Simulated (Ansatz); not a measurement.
## Re: elastic constants with PBE

Crystal: Re.

```
CELL_PARAMETERS angstrom
2.76639 0.00000 0.00000
-1.38319 2.39576 0.00000
0.00000 0.00000 8.93885
ATOMIC_POSITIONS crystal
Re 0.66667 0.33333 0.75000
Re 0.00000 0.00000 0.50000
Re 0.33333 0.66667 0.25000
Re 0.00000 0.00000 0.00000
```

| Property | Result |
| --- | --- |
| Program | Ansatz 0.2.0 |
| Task | elastic constants |
| Functional | PBE |
| Potentials or basis | Ansatz PAW |
| Cutoff | 420 eV (not typed: the program's choice for these potentials) |
| k mesh | 8 × 8 × 3 |
| Occupations | fermi-dirac, width 0.05 eV |
| Spin | no spin polarisation |
| Atoms under strain | relaxed |

| Property | Result |
| --- | --- |
| Pressure | 3.6 GPa |
| Band gap on the k mesh | none (metal or under the smearing width) |
| Voigt bulk modulus | 380 GPa |

Stress tensor (GPa, compression positive):
```
3.92 0.00 0.00
0.00 3.92 0.00
0.00 0.00 3.11
```

Levels at points of the mesh, in eV from the Fermi level:
| k point | band 26 | band 27 | band 28 | band 29 | band 30 | band 31 | band 32 | band 33 | band 34 | band 35 |
| --- | --- | --- | --- | --- | --- | --- | --- | --- | --- | --- |
| (0.00, 0.00, 0.00) | -1.92 | -1.65 | -1.24 | -1.24 | -1.15 | -1.15 | 0.47 | 0.61 | 0.61 | 1.49 |
| (0.00, -0.50, 0.00) | -2.04 | -0.84 | 0.28 | 0.30 | 1.10 | 2.05 | 3.87 | 3.88 | 4.00 | 4.13 |

Elastic tensor in Voigt notation (GPa, in the Cartesian axes of the cell as first typed):
```
628 321 199   0   0   0
321 628 199   0   0   0
199 199 725   0   0   0
  0   0   0 173   0   0
  0   0   0   0 173   0
  0   0   0   0   0 153
```

Run time: 40 s on 2 threads of Intel(R) Xeon(R) Platinum 8175M CPU @ 2.50GHz (Skylake/Cascade Lake) (shared host), peak memory 0.44 GiB.

Caveat: the cell is more than 3 GPa from zero pressure, which shifts response properties; elastic constants of metals need much finer meshes, so these are rough. Spin-orbit coupling is left out, which matters for the levels of Re.
